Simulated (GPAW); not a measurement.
Runs of GPAW 26.7.0 on AlN. Symmetry: P6_3mc, No. 186, hexagonal system. Conventional cell: a = 3.113 Å, b = 3.113 Å, c = 4.981 Å, α = 90.00°, β = 90.00°, γ = 120.00°. Al (site symmetry 3m) is surrounded by 4 N at 1.89 Å. N (site symmetry 3m) is surrounded by 4 Al at 1.89 Å. 

```tsv
task	level	potentials or basis	cell	k mesh	cutoff (eV)	smearing	eigensolver	maxiter	optimizer	fmax	max steps	mesh quality	gap on the mesh (eV)	pressure (GPa)	relaxed volume (Å³/atom)	largest force (eV/Å)
relaxation of cell and atoms	TPSS+D4	GPAW PAW data sets (gpaw-data 1.2.1), pw	relaxed	7 × 7 × 4	800	fermi-dirac 0.05 eV	davidson	150	LBFGS	0.02 eV/Å	100	not flagged	4.29	0.0	10.29	0.01
band structure	vdW-DF	GPAW PAW data sets (gpaw-data 1.2.1), pw	as given	7 × 7 × 4	800	fermi-dirac 0.05 eV	-	150	-	-	-	not flagged	4.55	-	-	(c)
relaxation of cell and atoms	TASK	GPAW PAW data sets (gpaw-data 1.2.1), pw	relaxed	7 × 7 × 4	800	fermi-dirac 0.05 eV	-	150	LBFGS	0.05 eV/Å	40	not flagged	5.41	-0.1	10.94	0.03
relaxation of cell and atoms	PBEint	PAW data sets generated in the run's folder for this functional, pw	relaxed	7 × 7 × 4	800	fermi-dirac 0.05 eV	-	150	FIRE	0.01 eV/Å	40	not flagged	3.98	0.1	10.60	-
band structure	M06-L	GPAW PAW data sets (gpaw-data 1.2.1), pw	as given	7 × 7 × 4	800	fermi-dirac 0.05 eV	-	150	-	-	-	not flagged	(a)	-4.1	-	0.11
single point	LDA	PAW data sets generated in the run's folder for this functional, pw	volume scaled by 1.04	8 × 8 × 4	650	fermi-dirac 0.05 eV	-	80	-	-	-	not flagged	3.92	(b)	-	0.09
```

Alike in all rows: no spin polarisation.

**Question.** Fill in the values left out.

**Answer.** (a) 4.30; (b) -14.6; (c) 0.13.

Caveats: the PAW data sets were made with another functional, which shifts forces and pressure a little (some runs); later steps reuse the first step's grids (some runs); the cutoff is short for stress and forces, so pressures can be off by a GPa or more (some runs).

Runs at the PBE level aren't shown here.
